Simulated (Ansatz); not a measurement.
**Strain and the gap of SnTe (zincblende)**

SnTe built on the zincblende prototype, relaxed with r2SCAN in Ansatz. Space group F-43m (No. 216), cubic; conventional cell a = 7.168 Å, 46.04 Å³ an atom. Sn has 4 Te at 3.10 Å; Te has 4 Sn at 3.10 Å.

The axes x, y and z are those of this cell:
```
CELL_PARAMETERS angstrom
0.00000 3.58398 3.58398
3.58398 0.00000 3.58398
3.58398 3.58398 0.00000
ATOMIC_POSITIONS crystal
Sn 0.00000 0.00000 0.00000
Te 0.25000 0.25000 0.25000
```

Unstrained: HSE06 gives an indirect gap of 0.307 eV, from W to X; the least direct gap is 1.133 eV at X. Meshes: HSE06 4×4×4. Strains are changes of length per length, and xy shears are angles. After each strain the atoms were relaxed again with r2SCAN within the symmetry that the strain leaves, so tilts or polar shifts that break it weren't tested; points keep the names that they have in the unstrained zone. Spin-unpolarised throughout. Whether this structure exists isn't addressed.

Changes of the least gap in eV (an overlap counts as a negative gap):
```csv
strain,volume change (%),space group,HSE06
"xy shear, engineering strain (angle) -2.05 %",0.0,Imm2,-0.003
uniaxial +5.62 % along x,+5.6,I-4m2,+0.058
"epitaxial +1.38 % in the xy plane, free normal strain -2.90 %",-0.2,I-4m2,-0.207
```

Xy shear, engineering strain (angle) -2.05 %. HSE06: the gap goes from 0.307 to 0.304 eV (-0.003 eV); the edges go from W → X to (1/4, -0.484, -0.234) → X.

Uniaxial +5.62 % along x, other directions held. HSE06: the gap goes from 0.307 to 0.365 eV (+0.058 eV); the edges go from W → X to (0.232, -1/2, -0.268) → X.

Epitaxial +1.38 % in the xy plane, free normal strain -2.90 %. HSE06: the gap goes from 0.307 to 0.100 eV (-0.207 eV); so small a gap is at the limit of these settings.

Spin-orbit coupling is left out, which matters wherever the heavy atoms make up the band edges.

Where an edge lies off the special points, it is a point of the mesh or the k point where a search put PBE's edge or least direct gap, reused for the other functionals, whose own edges may lie a little apart.

Coordinates of k points refer to the reciprocal vectors of the primitive cell of the runs.

The meshes of the hybrids are coarse, so their gaps aren't converged to the digits shown.
